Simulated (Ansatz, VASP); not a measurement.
## Zr in VASP and in Ansatz

The input INCAR:

```
PREC = Accurate ; ENCUT = 520
EDIFF = 1E-6 ; ISMEAR = -1
SIGMA = 0.05 ; LREAL = False
LASPH = True ; NELM = 60
ALGO = Normal ; ISIF = 2
LWAVE = False ; LCHARG = True
GGA = PE ; LELF = True
LVHAR = True ; NBANDS = 12
```

File KPOINTS:

```
regular mesh
0
Gamma
  10 10 10
```

Contents of POSCAR:

```
Zr
1.0
    0.0000000000      2.2992269146      2.2992269146
    2.2992269146      0.0000000000      2.2992269146
    2.2992269146      2.2992269146      0.0000000000
Zr
1
Direct
    0.0000000000      0.0000000000      0.0000000000
```

input.yaml

```yaml
crystal:
  lattice:
    - [0.0, 2.2992269146, 2.2992269146]
    - [2.2992269146, 0.0, 2.2992269146]
    - [2.2992269146, 2.2992269146, 0.0]
  atoms:
    - { symbol: Zr, position: [0.0, 0.0, 0.0] }
kpoints:
  mp_grid: { grid: [10, 10, 10] }
scf:
  occupations: { method: fermi_dirac, width: 0.05 }
hamiltonian:
  xc: pbe
  pseudopotentials: { kind: all_electron, lapw: { basis_error: 0.0005 } }
output:
  forces: true
  stress: true
  eigenvalues: true
```

Change from the starting cell: volume scaled by 1.06.

Alike in both runs: task single point; functional PBE; k mesh 10 × 10 × 10; occupations fermi-dirac, width 0.05 eV; no spin polarisation.

```csv
,VASP,Ansatz
version,VASP 6.6.1,Ansatz 0.2.0
potentials or method,"VASP PAW PBE potentials, release 64 (Zr_sv)","all-electron LAPW, scalar-relativistic"
plane-wave cutoff (eV),520,see its input
```

|  | VASP | Ansatz | Ansatz less VASP |
| --- | --- | --- | --- |
| gap on the k mesh at the Fermi level (eV) | none | none | - |
| pressure (GPa) | -3.8 | -3.8 | 0.00 |

A gap of «none» marks a metal or a gap that the smearing closes. Ansatz ran all-electron here, so the differences hold the error of VASP's frozen core and of both bases.
